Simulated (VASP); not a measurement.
Input of a VASP 6.6.1 run:

INCAR

```
SYSTEM = NaH13O7
PREC = Accurate
ENCUT = 520
EDIFF = 1E-6
ISMEAR = -1
SIGMA = 0.02
LREAL = Auto
LASPH = .TRUE.
NELM = 60
ALGO = Normal
ISIF = 2
LWAVE = .FALSE.
LCHARG = .FALSE.
GGA = PE
IVDW = 12
NBANDS = 47
```

KPOINTS

```
Automatic mesh
0
G
  1 1 1
  0 0 0
```

Contents of POSCAR:

```
NaH13O7
1.0
    6.2692210000      0.0000000000      0.0000000000
    0.0000000000      6.2692210000      0.0000000000
    0.0000000000      0.0000000000      6.2692210000
O H Na
7 13 1
Direct
    0.7383692487      0.9560677475      0.7822502987
    0.4165429804      0.6608157537      0.5524290817
    0.1145915896      0.1578824546      0.1312443763
    0.6507507073      0.5678536456      1.1179219874
    0.1702603880      0.3650852315      0.7787091889
    0.8384614293      0.2054162710      0.4949897284
    0.4891197806      0.0655105315      0.3429293687
    0.7722650071      1.0851268443      0.6671961317
    0.6102034049      0.8850541399      0.7287029760
    0.3778938404      0.5541198819      0.6658403014
    0.4944792981      0.5685714381      0.4549050033
    0.0480123448      0.2042997049      0.2691083948
    0.2470163358      0.0979707048      0.1721745014
    0.7202968279      0.4634866118      1.2136595599
    0.6540366020      0.5073198090      0.9807438596
    0.1472591252      0.2892384875      0.9146909959
    0.1934530622      0.2583574578      0.6680734337
    0.6098046312      0.1343867125      0.4418890321
    0.9203216795      0.3177268755      0.5680610079
    0.4325736802     -0.0663718826      0.4150754934
    0.7755030489      0.9220284306      0.1399376414
```

Potentials or basis: VASP PAW PBE potentials, release 64 (O, H, Na_pv).

Run with:

```bash
$ cat potpaw_PBE.64/O/POTCAR potpaw_PBE.64/H/POTCAR potpaw_PBE.64/Na_pv/POTCAR > POTCAR
$ mpirun -np 1 vasp_gam > vasp.out
```

**Question.** Estimate the band gap on the k mesh.

**Answer.** 3.60 eV, direct.

**Question.** Estimate the dispersion energy per atom.

**Answer.** -0.037 eV.

**Question.** What does it give for the largest force?

**Answer.** 2.326 eV/Å.

Stress tensor (GPa, compression positive):
```
-0.33 -1.15  0.23
-1.15 -1.19  0.05
 0.23  0.05 -0.03
```

A hybrid or GW would open this gap; PBE tends to underestimate it.
